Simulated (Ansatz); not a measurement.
# What is wrong with this input? (SiO2)

The input below was meant for crystalline SiO2, with r2SCAN, plane waves and PAW in Ansatz.

```yaml
crystal:
  lattice:
    - [-2.37405, 2.37405, 3.744]
    - [2.37405, -2.37405, 3.744]
    - [2.37405, 2.37405, -3.744]
  atoms:
    - { symbol: Si, position: [0.0, 0.0, 0.0] }
    - { symbol: Si, position: [0.75, 0.25, 0.5] }
    - { symbol: O, position: [0.99838, 0.625, 0.87338] }
    - { symbol: O, position: [0.375, 0.24838, 0.37338] }
    - { symbol: O, position: [0.75162, 0.125, 0.12662] }
    - { symbol: O, position: [0.875, 0.00162, 0.62662] }
basis:
  ecutwfc: 500
kpoints:
  mp_grid: { grid: [8, 8, 8] }
hamiltonian:
  xc: r2scan
scf:
  occupations: { method: fermi_dirac, width: 3.35 }
output:
  forces: true
  stress: true
  eigenvalues: true
```

Command:

```bash
ansatz run input.yaml --threads 1 --pin off --max-ram 2560MiB --backend cpu --events-out ev --progress --plain --runs-dir out
```

Output, shortened (HF is the Harris–Foulkes energy, dr2 the density residual in eV):

```text
band count auto-derived: 94 (N_el = 32.0; filled up to band 16; 22 by the electrons, moments and atoms)
Pseudopotential: Si, paw, valence charge 4, recommended cutoff 500 eV (meta_gga)
Pseudopotential: O, paw, valence charge 6, recommended cutoff 500 eV (meta_gga)
Crystal: 6 atoms, lattice volume = 84.406 Å³
Basis set: ecut = 500 eV, 2141 PW (Γ), exchange–correlation on 160×160×160 points (64 copies of the dense FFT grid, shifted against one another)
Bands: 94, of which v1, the nominal top of the filled ones, is band 16 counted from 1 (15 counted from 0)
Symmetry: 8 space group operations
Space group: I-42d (ITA 122), of the structure as read, at distance tolerance 4.4e-5 Å
k-points: 59 of 512 (time reversal used)
PAW frozen core: Si, regenerated for the run's functional (the file was generated under x = pbe(κ = 0.804, μ = 0.2195), c = pbe(β = 0.0667))
PAW frozen core: O, regenerated for the run's functional (the file was generated under x = pbe(κ = 0.804, μ = 0.2195), c = pbe(β = 0.0667))
Initial density: superposition of atomic densities, corrected by the library's trained network
SCF iter   1: HF=-3577.907224 eV  Δρ=5.06e-2  dr2=2.43e0  dr2_τ=2.26e-1
SCF iter   2: HF=-3577.789367 eV  Δρ=1.66e-2  dr2=1.33e-1  dr2_τ=7.01e-2
SCF iter   3: HF=-3577.770567 eV  Δρ=4.67e-3  dr2=1.46e-2  dr2_τ=2.09e-3
SCF iter   4: HF=-3577.768060 eV  Δρ=1.16e-3  dr2=1.18e-3  dr2_τ=3.02e-5
SCF iter   5: HF=-3577.767838 eV  Δρ=2.66e-4  dr2=6.10e-5  dr2_τ=9.87e-7
SCF iter   6: HF=-3577.767825 eV  Δρ=4.18e-5  dr2=1.33e-6  dr2_τ=2.99e-8
SCF iter   7: F=-3577.767825 eV  HF=-3577.767825 eV  Δρ=3.84e-6  dr2=1.24e-8  dr2_τ=5.55e-10
SCF 1 converged in 7 iterations: F = -3577.767825 eV  dr2 = 1.24e-8
SCF converged after 7 iterations
Free energy (F): -3577.767825 eV
E sigma→0 (E₀):  -3551.824664 eV
Entropy (-TS):   -51.886322 eV (-8647.720 meV/atom)
Fermi energy:    4.571277 eV
--- Forces (eV/Å), atoms counted from 1 ---
  atom   1  Si     0.00000000    -0.00000000     0.00000000
  atom   2  Si    -0.00000000     0.00000000     0.00000000
  atom   3  O     -0.00000000     2.40415781     0.00000000
  atom   4  O      2.40415781     0.00000000    -0.00000000
  atom   5  O     -0.00000000    -2.40415781    -0.00000000
  atom   6  O     -2.40415781     0.00000000     0.00000000
--- Stress (GPa, compression-positive) ---
       42.077939       0.000000       0.000000
       -0.000000      42.077939       0.000000
       -0.000000       0.000000      43.242686
  P = ⅓ Tr σ = 42.4662 GPa (424.662 kbar)
```

Task: What is the cause?
A. Fixed occupations on a metal
B. A cutoff meant in rydberg typed as eV
C. A Hubbard U on a shell that the atom lacks
D. A smearing wider than the gap allows
E. A total moment locked at a wrong value

Result: D. The width is not small against the gap, so it moves electrons across it. The cure is a narrow smearing or fixed occupations.

Fix:

```diff
 scf:
-  occupations: { method: fermi_dirac, width: 3.35 }
+  occupations: { method: gaussian, width: 0.02 }
```

The mended run converges, with a pressure of -1.32 GPa, a largest force of 0.193 eV/Å, a gap on the mesh of 6.70 eV. The faulty run's energy lay 1.38 eV per atom higher.

The mended run took 13 s on 1 thread of Intel(R) Xeon(R) 6975P-C (Granite Rapids) (shared host), peak memory 0.6 GiB.

This form isn't the usual stable structure of the compound.